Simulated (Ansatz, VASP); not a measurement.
Sb: VASP beside Ansatz

INCAR

```
  PREC = Accurate
  ENCUT = 520
  EDIFF = 1E-7
  ISMEAR = 0
  SIGMA = 0.15
  LREAL = F
  LASPH = T
  NELM = 100
  ALGO = Normal
  ISIF = 2
  LWAVE = F
  LCHARG = F
  GGA = PE
  IVDW = 12
  NBANDS = 8
```

KPOINTS

```
regular mesh
0
Gamma
  18 18 18
```

The input POSCAR:

```
Sb
1.0
   -1.8713408863      1.8713408863      1.8713408863
    1.8713408863     -1.8713408863      1.8713408863
    1.8713408863      1.8713408863     -1.8713408863
Sb
1
Direct
    0.0000000000      0.0000000000      0.0000000000
```

Input for Ansatz:

```yaml
crystal:
  lattice:
    - [-1.8713408863, 1.8713408863, 1.8713408863]
    - [1.8713408863, -1.8713408863, 1.8713408863]
    - [1.8713408863, 1.8713408863, -1.8713408863]
  atoms:
    - { symbol: Sb, position: [0.0, 0.0, 0.0] }
basis:
  ecutwfc: 420
kpoints:
  mp_grid: { grid: [18, 18, 18] }
hamiltonian:
  xc: pbe
  dispersion: d3bj
scf:
  occupations: { method: gaussian, width: 0.15 }
output:
  forces: true
  stress: true
  eigenvalues: true
```

This isn't the form of Sb at room conditions, which is rhombohedral.

Alike in both runs: task single point; functional PBE; dispersion D3(BJ); k mesh 18 × 18 × 18; occupations gaussian, width 0.15 eV; no spin polarisation.

|  | VASP | Ansatz |
| --- | --- | --- |
| version | VASP 6.6.1 | Ansatz 0.2.0 |
| potentials or method | VASP PAW PBE potentials, release 64 (Sb) | scalar-relativistic, plane waves, PAW |
| plane-wave cutoff (eV) | 520 | 420 |
| valence electrons in the cell | 5 | 15 |

Ansatz gave:

* gap on the k mesh at the Fermi level (eV): none
* pressure (GPa): -0.8

Q: What did VASP give for the same quantities?

A: gap on the k mesh at the Fermi level (eV): none; pressure (GPa): -0.9.

A gap of «none» marks a metal or a gap that the smearing closes. The two sets of potentials don't hold the same shells in valence.

Caveats: pairwise dispersion overbinds metals, which lowers pressure and volume. The runs have no spin-orbit coupling, so splittings on Sb are missing.
